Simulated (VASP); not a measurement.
Zr: band structure with r2SCAN

Crystal: Zr.

```
CELL_PARAMETERS angstrom
-1.81000 1.81000 1.81000
1.81000 -1.81000 1.81000
1.81000 1.81000 -1.81000
ATOMIC_POSITIONS crystal
Zr 0.00000 0.00000 0.00000
```

This isn't the form of Zr at room conditions, which is hcp.

```yaml
Program: VASP 6.6.1
Task: band structure
Functional: r2SCAN
Potentials_or_basis: VASP PAW PBE potentials, release 64 (Zr_sv)
Cutoff: 520 eV
k_mesh: 10 × 10 × 10
Occupations: fermi-dirac, width 0.05 eV
Spin: no spin polarisation
Further_INCAR_settings: ALGO = Normal; EDIFF = 1e-07
```

| Item | Value |
| --- | --- |
| Pressure | -2.7 GPa |
| Band gap along the path | none (metal or under the smearing width) |

Levels at the corners of the path, in eV from the Fermi level:
| point | band 2 | band 3 | band 4 | band 5 | band 6 | band 7 | band 8 | band 9 | band 10 |
| --- | --- | --- | --- | --- | --- | --- | --- | --- | --- |
| Γ | -27.11 | -27.11 | -27.11 | -5.73 | 1.26 | 1.26 | 1.26 | 3.74 | 3.74 |
| H | -27.76 | -27.76 | -27.76 | -2.67 | -2.67 | 5.75 | 5.75 | 5.75 | 7.60 |
| H | -27.76 | -27.76 | -27.76 | -2.67 | -2.67 | 5.75 | 5.75 | 5.75 | 7.60 |
| N | -28.06 | -27.40 | -27.11 | -2.90 | -0.61 | 1.36 | 3.75 | 4.42 | 6.42 |
| N | -28.06 | -27.40 | -27.11 | -2.90 | -0.61 | 1.36 | 3.75 | 4.42 | 6.42 |
| Γ | -27.11 | -27.11 | -27.11 | -5.73 | 1.26 | 1.26 | 1.26 | 3.74 | 3.74 |
| Γ | -27.11 | -27.11 | -27.11 | -5.73 | 1.26 | 1.26 | 1.26 | 3.74 | 3.74 |
| P | -27.59 | -27.59 | -27.59 | -0.62 | -0.62 | -0.62 | 4.54 | 4.54 | 7.95 |
| P | -27.59 | -27.59 | -27.59 | -0.62 | -0.62 | -0.62 | 4.54 | 4.54 | 7.95 |
| H | -27.76 | -27.76 | -27.76 | -2.67 | -2.67 | 5.75 | 5.75 | 5.75 | 7.60 |
| P | -27.59 | -27.59 | -27.59 | -0.62 | -0.62 | -0.62 | 4.54 | 4.54 | 7.95 |
| N | -28.06 | -27.40 | -27.11 | -2.90 | -0.61 | 1.36 | 3.75 | 4.42 | 6.42 |

It took 52 s on 1 thread of Intel(R) Xeon(R) 6975P-C (Granite Rapids) (shared host), peak memory 0.16 GiB.

Caveat: the PAW data sets were made with another functional, which shifts forces and pressure a little.
